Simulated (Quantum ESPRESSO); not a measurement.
Here is a Quantum ESPRESSO 7.5 calculation.

The input pw.in:

```
&CONTROL
  calculation = 'scf'
  prefix = 'pwscf'
  outdir = './tmp'
  pseudo_dir = './pseudo'
  tprnfor = .true.
  tstress = .true.
  disk_io = 'low'
/
&SYSTEM
  ibrav = 0
  nat = 2
  ntyp = 2
  ecutwfc = 70
  nbnd = 14
  input_dft = 'r2scan'
  occupations = 'smearing'
  smearing = 'fd'
  degauss = 0.00367493
  nosym = .true.
/
&ELECTRONS
  conv_thr = 1d-08
  electron_maxstep = 120
  mixing_beta = 0.5
/
ATOMIC_SPECIES
Se    78.9710 Se_ONCV_PBE-1.2.upf
Ca    40.0780 Ca_ONCV_PBE-1.2.upf
CELL_PARAMETERS angstrom
   0.0000000000    2.9560000000    2.9560000000
   2.9560000000    0.0000000000    2.9560000000
   2.9560000000    2.9560000000    0.0000000000
ATOMIC_POSITIONS crystal
Se     0.5000000000    0.5000000000    0.5000000000
Ca     0.0000000000    0.0000000000    0.0000000000
K_POINTS automatic
6 6 6 0 0 0
```

The input bands.in:

```
&CONTROL
  calculation = 'bands'
  prefix = 'pwscf'
  outdir = './tmp'
  pseudo_dir = './pseudo'
  disk_io = 'low'
  verbosity = 'high'
/
&SYSTEM
  ibrav = 0
  nat = 2
  ntyp = 2
  ecutwfc = 70
  nbnd = 14
  input_dft = 'r2scan'
  occupations = 'smearing'
  smearing = 'fd'
  degauss = 0.00367493
  nosym = .true.
/
&ELECTRONS
  conv_thr = 1d-08
  electron_maxstep = 120
  mixing_beta = 0.5
  diago_full_acc = .true.
  startingwfc = 'random'
/
ATOMIC_SPECIES
Se    78.9710 Se_ONCV_PBE-1.2.upf
Ca    40.0780 Ca_ONCV_PBE-1.2.upf
CELL_PARAMETERS angstrom
   0.0000000000    2.9560000000    2.9560000000
   2.9560000000    0.0000000000    2.9560000000
   2.9560000000    2.9560000000    0.0000000000
ATOMIC_POSITIONS crystal
Se     0.5000000000    0.5000000000    0.5000000000
Ca     0.0000000000    0.0000000000    0.0000000000
K_POINTS crystal
60
 0.0000000000  0.0000000000  0.0000000000 1
 0.0625000000  0.0000000000  0.0625000000 1
 0.1250000000  0.0000000000  0.1250000000 1
 0.1875000000  0.0000000000  0.1875000000 1
 0.2500000000  0.0000000000  0.2500000000 1
 0.3125000000  0.0000000000  0.3125000000 1
 0.3750000000  0.0000000000  0.3750000000 1
 0.4375000000  0.0000000000  0.4375000000 1
 0.5000000000  0.0000000000  0.5000000000 1
 0.5000000000  0.0625000000  0.5625000000 1
 0.5000000000  0.1250000000  0.6250000000 1
 0.5000000000  0.1875000000  0.6875000000 1
 0.5000000000  0.2500000000  0.7500000000 1
 0.4375000000  0.3125000000  0.7500000000 1
 0.3750000000  0.3750000000  0.7500000000 1
 0.3375000000  0.3375000000  0.6750000000 1
 0.3000000000  0.3000000000  0.6000000000 1
 0.2625000000  0.2625000000  0.5250000000 1
 0.2250000000  0.2250000000  0.4500000000 1
 0.1875000000  0.1875000000  0.3750000000 1
 0.1500000000  0.1500000000  0.3000000000 1
 0.1125000000  0.1125000000  0.2250000000 1
 0.0750000000  0.0750000000  0.1500000000 1
 0.0375000000  0.0375000000  0.0750000000 1
 0.0000000000  0.0000000000  0.0000000000 1
 0.0625000000  0.0625000000  0.0625000000 1
 0.1250000000  0.1250000000  0.1250000000 1
 0.1875000000  0.1875000000  0.1875000000 1
 0.2500000000  0.2500000000  0.2500000000 1
 0.3125000000  0.3125000000  0.3125000000 1
 0.3750000000  0.3750000000  0.3750000000 1
 0.4375000000  0.4375000000  0.4375000000 1
 0.5000000000  0.5000000000  0.5000000000 1
 0.5250000000  0.4500000000  0.5250000000 1
 0.5500000000  0.4000000000  0.5500000000 1
 0.5750000000  0.3500000000  0.5750000000 1
 0.6000000000  0.3000000000  0.6000000000 1
 0.6250000000  0.2500000000  0.6250000000 1
 0.5833333333  0.2500000000  0.6666666667 1
 0.5416666667  0.2500000000  0.7083333333 1
 0.5000000000  0.2500000000  0.7500000000 1
 0.5000000000  0.2857142857  0.7142857143 1
 0.5000000000  0.3214285714  0.6785714286 1
 0.5000000000  0.3571428571  0.6428571429 1
 0.5000000000  0.3928571429  0.6071428571 1
 0.5000000000  0.4285714286  0.5714285714 1
 0.5000000000  0.4642857143  0.5357142857 1
 0.5000000000  0.5000000000  0.5000000000 1
 0.4821428571  0.4821428571  0.5357142857 1
 0.4642857143  0.4642857143  0.5714285714 1
 0.4464285714  0.4464285714  0.6071428571 1
 0.4285714286  0.4285714286  0.6428571429 1
 0.4107142857  0.4107142857  0.6785714286 1
 0.3928571429  0.3928571429  0.7142857143 1
 0.3750000000  0.3750000000  0.7500000000 1
 0.6250000000  0.2500000000  0.6250000000 1
 0.5937500000  0.1875000000  0.5937500000 1
 0.5625000000  0.1250000000  0.5625000000 1
 0.5312500000  0.0625000000  0.5312500000 1
 0.5000000000  0.0000000000  0.5000000000 1
```

Potentials or basis: SG15 PBE 1.2.

Command:

```bash
$ OMP_NUM_THREADS=1 mpirun -n 4 pw.x -nk 4 -in pw.in > pw.out
$ OMP_NUM_THREADS=1 mpirun -n 4 pw.x -nk 4 -in bands.in > bands.out
```

Problem. Estimate the pressure.

Solution. 0.9 GPa.

Problem. Predict the band gap on the k mesh.

Solution. 2.48 eV, indirect (least direct gap 3.45 eV).

Levels at the corners of the path, in eV from the valence-band top:
```tsv
point	band 4	band 5	band 6	band 7	band 8	band 9	band 10	band 11	band 12	band 13
Γ	-21.54	-12.30	0.00	0.00	0.00	4.00	4.26	4.26	4.26	4.90
X	-21.57	-11.69	-2.59	-0.97	-0.97	2.48	5.68	5.73	6.79	6.79
W	-21.58	-11.60	-2.02	-2.02	-1.69	4.98	4.98	5.91	6.50	6.80
K	-21.56	-11.62	-2.31	-2.07	-1.13	3.79	6.39	6.43	6.44	6.66
Γ	-21.54	-12.30	0.00	0.00	0.00	4.00	4.26	4.26	4.26	4.90
L	-21.55	-11.58	-3.32	-1.19	-1.19	5.03	6.19	6.23	6.23	8.34
U	-21.56	-11.62	-2.31	-2.07	-1.13	3.79	6.39	6.43	6.44	6.66
W	-21.58	-11.60	-2.02	-2.02	-1.69	4.98	4.98	5.91	6.50	6.80
L	-21.55	-11.58	-3.32	-1.19	-1.19	5.03	6.19	6.23	6.23	8.34
K	-21.56	-11.62	-2.31	-2.07	-1.13	3.79	6.39	6.43	6.44	6.66
U	-21.56	-11.62	-2.31	-2.07	-1.13	3.79	6.39	6.43	6.44	6.66
X	-21.57	-11.69	-2.59	-0.97	-0.97	2.48	5.68	5.73	6.79	6.79
```

Caveat: the potentials were made for another functional, which shifts forces and pressure.

**The experiment to reproduce.**

From a printed reference work, monograph, original work of 1988, for a bulk crystal of CaSe at 2 K: band gap 3.85 eV (indirect).

Measured gap of CaSe: 3.85 eV (indirect; 2 K; a printed reference work, monograph, original work of 1988). This calculation gives 2.48 eV (-1.37 eV). Spin-orbit coupling on Se is left out. The value is that of r2SCAN, without temperature or zero-point motion.
